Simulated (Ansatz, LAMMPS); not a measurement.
# Site preference of N in place of O in amorphous TiO2 at 3.05 g/cm^3 (84 atoms), part 3 of 5

Aim: make N in place of O at several sites of amorphous TiO2 at 3.05 g/cm^3 (84 atoms), relax each, and compare their energies.

Ansatz 0.2.0; Kohn-Sham DFT, PBE, PAW (set soft_2), plane waves.

The cell: 28 Ti and 56 O. The quench rate of 50 K/ps is orders of magnitude faster than experiment. The network of bonds at the start is that of the classical potential that made the cell. The Brillouin zone is sampled at Γ only, in a cell whose shortest periodic width is 11 Å.

So far. Step 3 (Relaxation): The relaxation converged after 16 steps, 4.34 eV below its start, with a largest force component of 0.036 eV/Å. Step 5 (N on a site of O, site O74): The relaxation converged after 15 steps, 0.352 eV below its start, with a largest force component of 0.045 eV/Å.

## (6) N on a site of O, site O38

The site has 4 bonded neighbours (Ti4) at 2.16 Å on average. 

File input.yaml:

```yaml
crystal:
  lattice:
    - [10.6745, 0.0, 0.0]
    - [0.0, 10.6745, 0.0]
    - [0.0, 0.0, 10.6745]
  atoms:
    [... atom lines 1 to 34 left out ...]
    - { symbol: O, position: [0.97904, 0.2702, 0.45477] }
    - { symbol: O, position: [0.74718, 0.8272, 0.30506] }
    - { symbol: O, position: [0.94581, 0.68897, 0.37821] }
    - { symbol: "N", position: [0.55587, 0.8925, 0.61646], spin: 0.6 }
    - { symbol: O, position: [0.4156, 0.90409, 0.42329] }
    - { symbol: O, position: [0.4681, 0.42164, 0.54714] }
    - { symbol: O, position: [0.77601, 0.52961, 0.53008] }
    [... atom lines 42 to 84 left out ...]
magnetization:
  spin_polarized: true
kpoints:
  mp_grid: { grid: [1, 1, 1] }
hamiltonian:
  xc: pbe
scf:
  occupations: { method: fermi_dirac, width: 0.025 }
  lower_state_search: "off"
output:
  forces: true
  eigenvalues: true
relax:
  f_tol: 0.05
  max_steps: 90
```

Run with:

```sh
$ ansatz run input.yaml --threads 4 --pin off --max-ram 8192MiB --backend cpu --events-out ev --progress --plain --runs-dir out
```

Numbers of over 12 decimals in the logs are rounded to 6 here.

What it wrote:

```text
[...]
Crystal: 84 atoms, lattice volume = 1216.305 Å³
Basis set: ecut = 420 eV, 23847 PW (Γ), exchange–correlation on 144×144×144 points (8 copies of the dense FFT grid, shifted against one another)
Bands: 421, of which v1, the nominal top of the filled ones, is band 336 counted from 1 (335 counted from 0)
Symmetry: 1 space group operations
[...]
k-points: 1
[...]
Starting moments: Σ|m| = 3 μB on 5 of 84 sites
[...]
SCF iter   1: F=—  HF=-101707.654615 eV  |F-HF|=—  |Δ(HF+E_count)|=         —  Δρ=3.62e-2 (↑2.87e-2 ↓3.62e-2)  dr2=8.62e1  dr2_m=8.90e-1  M=0.031 μB ∫|m|=1.008 μB  β_m=0.30  ethr=3.10e-3  ⟨swp⟩=4.5  Hψ=3031  notcnv=0  defer=97
[...]
SCF iter   3: F=—  HF=-101690.893503 eV  |F-HF|=—  |Δ(HF+E_count)|=    5.35e0  Δρ=1.56e-2 (↑1.29e-2 ↓1.56e-2)  dr2=1.00e1  dr2_m=3.37e-1  M=0.982 μB ∫|m|=1.220 μB  β_m=0.30  ethr=3.10e-3  ⟨swp⟩=2.0  Hψ=1321  notcnv=0  defer=159
[...]
SCF iter   8: F=—  HF=-101689.932410 eV  |F-HF|=—  |Δ(HF+E_count)|=   7.73e-2  Δρ=1.93e-3 (↑1.93e-3 ↓1.72e-3)  dr2=2.47e-2  dr2_m=3.03e-2  M=1.000 μB ∫|m|=1.102 μB  β_m=0.30  ethr=1.03e-5  ⟨swp⟩=2.0  Hψ=1034  notcnv=0  defer=158
[...]
SCF iter  10: F=—  HF=-101689.988173 eV  |F-HF|=—  |Δ(HF+E_count)|=   3.62e-2  Δρ=3.59e-4 (↑3.59e-4 ↓2.73e-4)  dr2=5.16e-3  dr2_m=2.92e-4  M=1.000 μB ∫|m|=1.133 μB  β_m=0.64  ethr=2.35e-6  ⟨swp⟩=2.5  Hψ=1143  notcnv=0  defer=158
[...]
SCF iter  14: F=-101689.991262 eV  HF=-101689.991273 eV  |F-HF|=1.13e-5  |Δ(HF+E_count)|=   4.51e-5  Δρ=2.15e-5 (↑2.13e-5 ↓2.15e-5)  dr2=2.77e-5  dr2_m=1.53e-6  M=1.000 μB ∫|m|=1.151 μB  β_m=0.70  ethr=9.31e-9  ⟨swp⟩=10.0  Hψ=3921  notcnv=0
SCF iter  15: F=-101689.991272 eV  HF=-101689.991276 eV  |F-HF|=4.23e-6  |Δ(HF+E_count)|=   2.86e-6  Δρ=1.46e-5 (↑1.17e-5 ↓1.46e-5)  dr2=8.20e-6  dr2_m=5.83e-7  M=1.000 μB ∫|m|=1.150 μB  ethr=4.13e-9  ⟨swp⟩=2.0  Hψ=2547  notcnv=0
SCF 1 converged in 15 iterations: F = -101689.991272 eV  dr2 = 8.20e-6
[...]
relax step   1: F+E_penalty+E_count = -101689.99127157 eV  Δ(F+E_penalty+E_count) = +0.000e0 eV  max|allowed force component| = 1.312e0 eV/Å  Δτ_max = 0.0000 Å  (15 SCF iters, dr2 threshold 6.25e-5 eV, accepted)
[... from here on, the SCF cycles and remarks between the steps are left out ...]
relax step   2: F+E_penalty+E_count = -101690.20135669 eV  Δ(F+E_penalty+E_count) = -2.101e-1 eV  max|allowed force component| = 5.259e-1 eV/Å  Δτ_max = 0.1075 Å  (7 SCF iters, dr2 threshold 1.00e-4 eV, accepted)
relax step   3: F+E_penalty+E_count = -101690.26959153 eV  Δ(F+E_penalty+E_count) = -6.823e-2 eV  max|allowed force component| = 4.026e-1 eV/Å  Δτ_max = 0.0457 Å  (7 SCF iters, dr2 threshold 1.73e-5 eV, accepted)
relax step   4: F+E_penalty+E_count = -101690.32323253 eV  Δ(F+E_penalty+E_count) = -5.364e-2 eV  max|allowed force component| = 1.559e-1 eV/Å  Δτ_max = 0.0682 Å  (7 SCF iters, dr2 threshold 2.60e-5 eV, accepted)
relax step   5: F+E_penalty+E_count = -101690.34354777 eV  Δ(F+E_penalty+E_count) = -2.032e-2 eV  max|allowed force component| = 1.329e-1 eV/Å  Δτ_max = 0.0438 Å  (8 SCF iters, dr2 threshold 3.64e-6 eV, accepted)
relax step   6: F+E_penalty+E_count = -101690.35178186 eV  Δ(F+E_penalty+E_count) = -8.234e-3 eV  max|allowed force component| = 9.844e-2 eV/Å  Δτ_max = 0.0283 Å  (8 SCF iters, dr2 threshold 2.65e-6 eV, accepted)
relax step   7: F+E_penalty+E_count = -101690.35513026 eV  Δ(F+E_penalty+E_count) = -3.348e-3 eV  max|allowed force component| = 3.499e-2 eV/Å  Δτ_max = 0.0166 Å  (6 SCF iters, dr2 threshold 5.32e-6 eV, accepted)
relax step   8: F+E_penalty+E_count = -101690.35513194 eV  Δ(F+E_penalty+E_count) = -1.683e-6 eV  max|allowed force component| = 3.495e-2 eV/Å  Δτ_max = 0.0000 Å  (5 SCF iters, accepted)
SCF converged after 5 iterations
Magnetization: 1.0000 μB (336.0000 up, 335.0000 down)
Absolute magnetization: 1.1477 μB (∫|ρ↑−ρ↓|, with the PAW one-centre terms)
[...]
Per-site moments (μB) at R_I (Å): [(-0.000341306, 0.741365), (3.208557550098115e-5, 0.746584), (5.6653672553265224e-5, 0.743992), (-1.9902995198627324e-5, 0.730960), (-9.19316881556237e-6, 0.751720), [...]
Free energy (F): -101690.355132 eV
[...]
Internal energy: -101690.355132 eV  (E = F + TS)
E sigma→0 (E₀):  -101690.355132 eV
Fermi energy:    5.433639 eV
[...]
Σ components = -101690.355132   (vs F -101690.355132, Δ=0.00e0)
--- Forces (eV/Å), atoms counted from 1 ---
  atom   1  Ti    -0.00123209    -0.00015448    -0.00321977
  atom   2  Ti    -0.02982325    -0.03495489     0.00331426
  atom   3  Ti     0.00356057     0.00752903     0.00328748
  atom   4  Ti    -0.00652056    -0.00112808    -0.00761901
[...]
atom  84  O     -0.00159135    -0.00264901    -0.00662031
  max |Σ_I F_I| component: 4.72e-5 eV/Å
--- Band table (eV) ---
[...]
--- Relaxed structure (8 steps of the walk, 8 accepted, 0 SCFs on fresh bases) ---
  F+E_penalty+E_count = -101690.35513194 eV   max|allowed force component| = 3.495e-2 eV/Å
  atoms:
    - { symbol: Ti, position: [0.206434, 0.864145, 0.905659] }
    - { symbol: Ti, position: [0.147409, 0.667984, 0.670363] }
    - { symbol: Ti, position: [0.046386, 0.00814784, 0.172575] }
    - { symbol: Ti, position: [0.870077, 0.147599, 0.509120] }
[...]
- { symbol: O, position: [0.795387, 0.092498, 0.371486] }
```

It took 7.7 min on 4 threads of Intel Xeon at 2.50GHz (Skylake/Cascade Lake), shared host; peak memory 2.9 GiB; 27 min of CPU time.

The relaxation converged after 8 steps, 0.364 eV below its start, with a largest force component of 0.035 eV/Å.

A closer look about the N atom, after relaxation: 10 atoms, nearest first, numbered in the order of the input, with positions taken from that point.

```
atom      x      y      z  distance (Å)  bonds  moment (μB)
 N38   0.00   0.00   0.00          0.00      4         0.54
Ti13  -1.04   1.57  -0.79          2.04      5        -0.01
Ti23  -0.87  -1.00   1.57          2.06      5        -0.01
Ti20   2.06   0.07   0.62          2.16      5         0.00
 O34   0.52   0.42   2.14          2.24      3         0.15
Ti15  -1.36  -1.71  -1.46          2.62      5         0.00
 O39  -1.56   0.00  -2.12          2.63      3         0.04
 O69  -2.00  -1.81   0.26          2.71      3         0.02
 O53  -0.47   2.64   0.60          2.74      2         0.02
 O74   0.32  -2.24  -1.69          2.82      2         0.03
```

The column of bonds counts only the pairs O-Ti within 2.64 Å, Ti-N within 2.70 Å; other neighbours, such as metal atoms beside each other in a compound, aren't counted, and periodic images can show an atom twice.

The largest move is 0.27 Å, by N38.

## (7) N on a site of O, site O48

The site has 2 bonded neighbours (Ti2) at 1.82 Å on average. 

Input and log are left out; they have the form of those shown for this kind of step.

Run time: 10 min. Hardware: 4 threads of Intel Xeon at 2.50GHz (Skylake/Cascade Lake), shared host; peak memory 2.9 GiB.

The relaxation converged after 10 steps, 0.199 eV below its start, with a largest force component of 0.019 eV/Å.

## (8) N on a site of O, site O42

The site has 2 bonded neighbours (Ti2) at 1.83 Å on average. 

input.yaml, the sections that differ from step 6:

```yaml
crystal:
  lattice:
    - [10.6745, 0.0, 0.0]
    - [0.0, 10.6745, 0.0]
    - [0.0, 0.0, 10.6745]
  atoms:
    [... atom lines 1 to 38 left out ...]
    - { symbol: O, position: [0.4156, 0.90409, 0.42329] }
    - { symbol: O, position: [0.4681, 0.42164, 0.54714] }
    - { symbol: O, position: [0.77601, 0.52961, 0.53008] }
    - { symbol: "N", position: [0.04454, 0.91361, 0.31483], spin: 0.6 }
    - { symbol: O, position: [0.14825, 0.96092, 0.78281] }
    - { symbol: O, position: [0.23128, 0.36726, 0.38317] }
    - { symbol: O, position: [0.40923, 0.81543, 0.19201] }
    [... atom lines 46 to 84 left out ...]
# magnetization, kpoints, hamiltonian, scf, output, relax: as in step 6
```

What it wrote:

```text
[...]
Crystal: 84 atoms, lattice volume = 1216.305 Å³
Basis set: ecut = 420 eV, 23847 PW (Γ), exchange–correlation on 144×144×144 points (8 copies of the dense FFT grid, shifted against one another)
Bands: 421, of which v1, the nominal top of the filled ones, is band 336 counted from 1 (335 counted from 0)
Symmetry: 1 space group operations
[...]
k-points: 1
[...]
Starting moments: Σ|m| = 1.8 μB on 3 of 84 sites
[...]
SCF iter   1: F=—  HF=-101705.704590 eV  |F-HF|=—  |Δ(HF+E_count)|=         —  Δρ=3.46e-2 (↑2.93e-2 ↓3.46e-2)  dr2=7.45e1  dr2_m=5.61e-1  M=0.013 μB ∫|m|=0.475 μB  β_m=0.30  ethr=3.10e-3  ⟨swp⟩=4.5  Hψ=3084  notcnv=0  defer=87
[...]
SCF iter   3: F=—  HF=-101690.202469 eV  |F-HF|=—  |Δ(HF+E_count)|=    5.19e0  Δρ=1.25e-2 (↑1.19e-2 ↓1.25e-2)  dr2=8.36e0  dr2_m=2.01e-1  M=1.000 μB ∫|m|=1.101 μB  β_m=0.30  ethr=3.10e-3  ⟨swp⟩=2.5  Hψ=1666  notcnv=0  defer=158
[...]
SCF iter   8: F=—  HF=-101689.454096 eV  |F-HF|=—  |Δ(HF+E_count)|=   5.67e-2  Δρ=1.35e-3 (↑1.34e-3 ↓1.35e-3)  dr2=6.31e-3  dr2_m=1.87e-2  M=1.000 μB ∫|m|=1.095 μB  β_m=0.30  ethr=5.37e-6  ⟨swp⟩=2.5  Hψ=1254  notcnv=0  defer=158
[...]
SCF iter  10: F=—  HF=-101689.481088 eV  |F-HF|=—  |Δ(HF+E_count)|=   1.75e-2  Δρ=2.16e-4 (↑2.16e-4 ↓1.85e-4)  dr2=1.77e-3  dr2_m=1.17e-4  M=1.000 μB ∫|m|=1.134 μB  β_m=0.62  ethr=6.27e-7  ⟨swp⟩=3.0  Hψ=1565  notcnv=0  defer=158
[...]
SCF iter  13: F=-101689.481622 eV  HF=-101689.481631 eV  |F-HF|=8.92e-6  |Δ(HF+E_count)|=   4.27e-5  Δρ=2.98e-5 (↑2.35e-5 ↓2.98e-5)  dr2=5.14e-5  dr2_m=1.26e-6  M=1.000 μB ∫|m|=1.140 μB  β_m=0.70  ethr=9.31e-9  ⟨swp⟩=10.5  Hψ=4109  notcnv=0
SCF iter  14: F=-101689.481639 eV  HF=-101689.481642 eV  |F-HF|=2.66e-6  |Δ(HF+E_count)|=   1.04e-5  Δρ=1.49e-5 (↑1.49e-5 ↓1.44e-5)  dr2=1.43e-5  dr2_m=4.96e-7  M=1.000 μB ∫|m|=1.140 μB  ethr=7.67e-9  ⟨swp⟩=2.0  Hψ=2418  notcnv=0
SCF 1 converged in 14 iterations: F = -101689.481639 eV  dr2 = 1.43e-5
[...]
relax step   1: F+E_penalty+E_count = -101689.48163903 eV  Δ(F+E_penalty+E_count) = +0.000e0 eV  max|allowed force component| = 1.707e0 eV/Å  Δτ_max = 0.0000 Å  (14 SCF iters, dr2 threshold 6.25e-5 eV, accepted)
[... from here on, the SCF cycles and remarks between the steps are left out ...]
relax step   2: F+E_penalty+E_count = -101689.64555605 eV  Δ(F+E_penalty+E_count) = -1.639e-1 eV  max|allowed force component| = 6.580e-1 eV/Å  Δτ_max = 0.0617 Å  (7 SCF iters, dr2 threshold 1.00e-4 eV, accepted)
relax step   3: F+E_penalty+E_count = -101689.68468555 eV  Δ(F+E_penalty+E_count) = -3.913e-2 eV  max|allowed force component| = 1.562e-1 eV/Å  Δτ_max = 0.0411 Å  (7 SCF iters, dr2 threshold 2.71e-5 eV, accepted)
relax step   4: F+E_penalty+E_count = -101689.69022297 eV  Δ(F+E_penalty+E_count) = -5.537e-3 eV  max|allowed force component| = 9.092e-2 eV/Å  Δτ_max = 0.0152 Å  (10 SCF iters, accepted)
relax step   5: F+E_penalty+E_count = -101689.69400080 eV  Δ(F+E_penalty+E_count) = -3.778e-3 eV  max|allowed force component| = 1.038e-1 eV/Å  Δτ_max = 0.0141 Å  (10 SCF iters, accepted)
relax step   6: F+E_penalty+E_count = -101689.69640136 eV  Δ(F+E_penalty+E_count) = -2.401e-3 eV  max|allowed force component| = 6.463e-2 eV/Å  Δτ_max = 0.0185 Å  (7 SCF iters, dr2 threshold 3.65e-6 eV, accepted)
relax step   7: F+E_penalty+E_count = -101689.69010900 eV  Δ(F+E_penalty+E_count) = +6.292e-3 eV  max|allowed force component| = 1.287e-1 eV/Å  Δτ_max = 0.0604 Å  (12 SCF iters, rejected (line search))
relax step   8: F+E_penalty+E_count = -101689.69766890 eV  Δ(F+E_penalty+E_count) = -1.268e-3 eV  max|allowed force component| = 5.348e-2 eV/Å  Δτ_max = 0.0155 Å  (12 SCF iters, accepted)
relax step   9: F+E_penalty+E_count = -101689.69808536 eV  Δ(F+E_penalty+E_count) = -4.165e-4 eV  max|allowed force component| = 3.920e-2 eV/Å  Δτ_max = 0.0051 Å  (8 SCF iters, accepted)
SCF converged after 8 iterations
Magnetization: 1.0000 μB (336.0000 up, 335.0000 down)
Absolute magnetization: 1.1640 μB (∫|ρ↑−ρ↓|, with the PAW one-centre terms)
[...]
Per-site moments (μB) at R_I (Å): [(0.000173727, 0.742303), (-0.000815576, 0.754552), (-0.00237956, 0.760831), (0.000390797, 0.730480), (2.6080576773422413e-5, [...]
Free energy (F): -101689.698085 eV
[...]
Internal energy: -101689.698085 eV  (E = F + TS)
E sigma→0 (E₀):  -101689.698085 eV
Entropy (-TS):   -0.000000 eV (-0.000 meV/atom)
Fermi energy:    5.332519 eV
[...]
Σ components = -101689.698085   (vs F -101689.698085, Δ=0.00e0)
--- Forces (eV/Å), atoms counted from 1 ---
  atom   1  Ti     0.00326622     0.00379625    -0.00685106
  atom   2  Ti     0.00037806     0.00587269    -0.02342190
  atom   3  Ti     0.00350074     0.00163180     0.00588415
  atom   4  Ti     0.00093801     0.00261011     0.00670589
[...]
atom  84  O     -0.00526621    -0.00476327    -0.00819843
  max |Σ_I F_I| component: 8.14e-5 eV/Å
--- Band table (eV) ---
[...]
--- Relaxed structure (9 steps of the walk, 8 accepted, 0 SCFs on fresh bases) ---
  F+E_penalty+E_count = -101689.69808536 eV   max|allowed force component| = 3.920e-2 eV/Å
  atoms:
    - { symbol: Ti, position: [0.206608, 0.864607, 0.909051] }
    - { symbol: Ti, position: [0.154281, 0.669117, 0.673824] }
    - { symbol: Ti, position: [0.046023, 0.012144, 0.173139] }
    - { symbol: Ti, position: [0.865235, 0.147477, 0.508159] }
[...]
- { symbol: O, position: [0.791941, 0.094327, 0.369146] }
```

The job ended after 8.1 min (4 threads; peak memory 2.8 GiB).

The relaxation converged after 9 steps, 0.216 eV below its start, with a largest force component of 0.039 eV/Å.

Local excerpt of 10 atoms (numbers count through the whole input) about the N atom, after relaxation; x, y, z are measured from there.

```
atom      x      y      z  distance (Å)  bonds  moment (μB)
 N42   0.00   0.00   0.00          0.00      2         0.54
 Ti3   0.00   1.01  -1.59          1.88      4         0.00
Ti10  -0.55  -0.79   1.65          1.91      5        -0.02
 O63  -0.38   1.11   2.31          2.59      3         0.07
 O37  -1.05  -2.38   0.57          2.66      3         0.05
 O81  -1.75   0.85  -2.18          2.92      2         0.01
 O62   0.38   2.73  -1.05          2.95      2         0.04
 O64   0.97  -1.27   2.54          3.00      2         0.00
 O72   1.02   0.12  -2.86          3.04      2         0.02
 O31   1.38  -2.76  -0.87          3.21      2         0.01
```

The column of bonds counts only the pairs O-Ti within 2.73 Å, Ti-N within 2.70 Å; other neighbours, such as metal atoms beside each other in a compound, aren't counted, and periodic images can show an atom twice.

The largest move is 0.11 Å, by Ti10.

[end of part 3 of 5]

[Logs are printed without paths, hosts, clocks, repeated set-up lines and the standing remarks that a program may print on its own settings, such as how far it seeks lower states.]

[Hosts, paths, dates, database ids (printed as entryN), source tags and the programs' standing remarks are cut or masked in the printed files.]
